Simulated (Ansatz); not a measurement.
# k/tetragonal_perovskite: the band gap up the ladder of functionals

An exercise on one series of results from a longer session: the logs are not shown, and one member is left open.

Code: Ansatz 0.2.0. PAW datasets, plane waves. Note: simulated data, non-magnetic, for a generated structure that need not be the stable one.

**The cell**

The cell was relaxed beforehand with r2SCAN.

Space group P4mm (No. 99), tetragonal; conventional cell a = 3.904 Å, c = 3.923 Å, 11.96 Å³ an atom. Around Sr lie 12 O at 2.72–2.81 Å; around Ti lie 6 O at 1.88–2.04 Å; around O lie 2 Ti at 1.95 Å and 4 Sr at 2.72–2.81 Å; around O lie 2 Ti at 1.88–2.04 Å and 4 Sr at 2.76 Å.

The structure in full:

```cif
data_structure
_symmetry_space_group_name_H-M 'P4mm'
_symmetry_Int_Tables_number 99
_cell_length_a 3.9035
_cell_length_b 3.9035
_cell_length_c 3.9232
_cell_angle_alpha 90.000
_cell_angle_beta 90.000
_cell_angle_gamma 90.000
_cell_volume 59.78
loop_
_atom_site_label
_atom_site_type_symbol
_atom_site_symmetry_multiplicity
_atom_site_Wyckoff_symbol
_atom_site_fract_x
_atom_site_fract_y
_atom_site_fract_z
_atom_site_occupancy
Sr1 Sr 1 b 0.50000 0.50000 0.58137 1
Ti1 Ti 1 a 0.00000 0.00000 0.08502 1
O1 O 2 c 0.00000 0.50000 0.06456 1
O2 O 1 a 0.00000 0.00000 0.56450 1
```

Set-up of the first run:

The input, input.yaml:

```yaml
crystal:
  lattice:
    - [3.9035451601, 0.0, 0.0]
    - [0.0, 3.9035451601, 0.0]
    - [0.0, 0.0, 3.9231806804]
  atoms:
    - { symbol: Sr, position: [0.5, 0.5, 0.5813666738] }
    - { symbol: Ti, position: [0.0, 0.0, 0.0850163725] }
    - { symbol: O, position: [0.0, 0.5, 0.0645584601] }
    - { symbol: O, position: [0.5, 0.0, 0.0645584601] }
    - { symbol: O, position: [0.0, 0.0, 0.5644970234] }
kpoints:
  mp_grid: { grid: [6, 6, 6] }
  band_path:
    path:
      - [[0.0, 0.0, 0.0], [-2.037290595922e-51, 0.5, 5.102943295494e-68], [0.5, 0.5, -6.942471795412e-34], [0.0, 0.0, 0.0], [-8.719449904851e-51, 1.555831651289e-84, 0.5], [-8.719449904851e-51, 0.5, 0.5], [0.5, 0.5, 0.5], [-8.719449904851e-51, 1.555831651289e-84, 0.5]]
      - [[-2.037290595922e-51, 0.5, 5.102943295494e-68], [-8.719449904851e-51, 0.5, 0.5]]
      - [[0.5, 0.5, -6.942471795412e-34], [0.5, 0.5, 0.5]]
    npoints: 10
hamiltonian:
  xc: pbe
scf:
  occupations: { method: fermi_dirac, width: 0.02 }
  n_extra_bands: 5
output:
  forces: true
  stress: true
  eigenvalues: true
  write_density: true
  write_potential: true
  elf: true
  volumetric_format: npy
```

Launch:

```
> ansatz run input.yaml --threads 2 --pin off --max-ram 29491MiB --backend cpu --events-out ev --progress --plain --runs-dir out
```

Steps of the session up to this table: PBE bands along the symmetry lines; Single point with r2SCAN; Single point with HSE06; Single point with PBE+SOC; PBE0.

One table of the session follows, with a row left open; its other results are not shown here.

| level | gap (eV) |
| --- | --- |
| PBE | 1.90 |
| r2SCAN | 2.28 |
| HSE06 | ? |
| PBE+SOC | 1.90 |
| PBE0 | 4.10 |

Estimate the missing values for HSE06.

**Answer.** gap (eV): 3.35. In the column «gap (eV)» it lies between r2SCAN (2.28) and PBE0 (4.10).

Meshes: PBE 6×6×6, r2SCAN 6×6×6, HSE06 4×4×4, PBE+SOC 6×6×6, PBE0 4×4×4

Against HSE06, PBE is short by 1.45 eV, at 57 % of it, and r2SCAN 68 %. PBE0 lies 0.75 eV above HSE06, which differs from it by screening the long-range exchange.

To keep in mind: Warnings in the runs' records: stress exchange threshold loose, stress scf threshold loose.
